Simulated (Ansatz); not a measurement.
# Cancellation of cutoff errors in Al3Cu2

Theory: DFT r2SCAN, scalar-relativistic, plane waves, PAW in Ansatz.

```
CELL_PARAMETERS angstrom
4.09195 0.00000 0.00000
-2.04598 3.54373 0.00000
0.00000 0.00000 4.99278
ATOMIC_POSITIONS crystal
Al 0.00000 0.00000 0.00000
Al 0.33333 0.66667 0.34993
Al 0.66667 0.33333 0.65007
Cu 0.33333 0.66667 0.83951
Cu 0.66667 0.33333 0.16049
```

* Γ-centred k-mesh: 12×12×8
* occupation rule: Gaussian smearing, 0.1 eV
* spin treatment: unpolarised

A second cell has all atoms moved and the lattice slightly strained:

```yaml
crystal:
  lattice:
    - [4.04727, 0.00740, 0.02004]
    - [-2.01722, 3.48311, -0.01205]
    - [0.02445, -0.00286, 4.98070]
  atoms:
    - { symbol: Al, position: [0.99914, 0.99770, 0.99621] }
    - { symbol: Al, position: [0.32394, 0.61520, 0.32464] }
    - { symbol: Al, position: [0.63611, 0.32164, 0.65240] }
    - { symbol: Cu, position: [0.29369, 0.65587, 0.85498] }
    - { symbol: Cu, position: [0.64885, 0.29109, 0.12956] }
```

It ran on a 8×8×6 mesh, another than the first cell's, which shifts the difference by nearly the same amount at every cutoff. Both were run at several values of the cutoff; energies per atom at zero smearing, errors against the largest value (600 eV), which isn't proved converged itself.

```csv
cutoff,"error, first cell (meV)","error, second cell (meV)"
200 eV,6459.06,6444.84
250 eV,1076.48,1082.13
300 eV,127.65,129.36
350 eV,10.23,10.68
500 eV,0.38,0.37
```

Problem. At the largest value the second cell lies 90.22 meV/atom above the first. What is the error of that difference at each value, and where does each quantity come within 1 meV/atom?

Solution. The error of the difference is the second cell's error less the first's:
```csv
cutoff,difference (meV),its error (meV)
200 eV,76.00,-14.22
250 eV,95.87,5.64
300 eV,91.93,1.71
350 eV,90.67,0.45
500 eV,90.22,0.00
```

The first cell's total energy stays within 1 meV/atom from 500 eV on, the difference from 350 eV on. Most of the error cancels, by a factor of about 75 in the median. A missing short wave mostly misdescribes the region near each nucleus, which both cells share; what doesn't cancel comes largely from the change of volume and bonding.

Cost: 12 runs of about 15 core-minutes in all, on Intel Xeon Processor @ 2.50GHz (Skylake/Cascade Lake) (shared hosts).